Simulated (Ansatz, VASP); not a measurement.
**One calculation of NaCl, two programs**

File INCAR:

```
PREC = Accurate
ENCUT = 520
EDIFF = 1E-7
ISMEAR = 0
SIGMA = 0.02
LREAL = False
LASPH = True
NELM = 100
ALGO = Fast
ISIF = 2
LWAVE = False
LCHARG = True
GGA = PS
LELF = True
LVHAR = True
NBANDS = 14
```

File KPOINTS:

```
Automatic mesh
0
Gamma
  8 8 8
```

POSCAR

```
NaCl
1.0
    0.0000000000      2.8317500000      2.8317500000
    2.8317500000      0.0000000000      2.8317500000
    2.8317500000      2.8317500000      0.0000000000
Na Cl
1 1
Direct
   -0.0662134722      0.0662134722      0.0662134722
    0.5000000000      0.5000000000      0.5000000000
```

Input for Ansatz:

```yaml
crystal:
  lattice:
    - [0.0, 2.83175, 2.83175]
    - [2.83175, 0.0, 2.83175]
    - [2.83175, 2.83175, 0.0]
  atoms:
    - { symbol: Na, position: [-0.0662134722, 0.0662134722, 0.0662134722] }
    - { symbol: Cl, position: [0.5, 0.5, 0.5] }
basis:
  ecutwfc: 420
kpoints:
  mp_grid: { grid: [8, 8, 8] }
hamiltonian:
  xc: pbesol
scf:
  occupations: { method: gaussian, width: 0.02 }
output:
  forces: true
  stress: true
  eigenvalues: true
```

Change from the starting cell: one atom moved.

Alike in both runs: task single point; functional PBEsol; k mesh 8 × 8 × 8; occupations gaussian, width 0.02 eV; no spin polarisation.

|  | VASP | Ansatz |
| --- | --- | --- |
| version | VASP 6.6.1 | Ansatz 0.2.0 |
| potentials or method | VASP PAW PBE potentials, release 64 (Na_pv, Cl) | scalar-relativistic, plane waves, PAW |
| plane-wave cutoff (eV) | 520 | 420 |
| valence electrons in the cell | 14 | 16 |

```tsv
	VASP	Ansatz	Ansatz less VASP
gap on the k mesh at the Fermi level (eV)	4.91	4.91	+0.004
least direct gap on the mesh (eV)	4.91	4.91	+0.004
pressure (GPa)	0.9	0.9	-0.04
largest component of the traceless stress (GPa)	3.85	3.78	-0.072
rms of the force components (eV/Å)	0.460	0.451	-0.0091
```

Atom by atom the forces differ by 0.009 eV/Å (rms over components). The functional is the same, so the differences come from potentials, cutoffs and numerics. The two sets of potentials don't hold the same shells in valence.

Caveats: the PAW data sets were made with another functional, which shifts forces and pressure a little (VASP). A k mesh can miss the band edges.
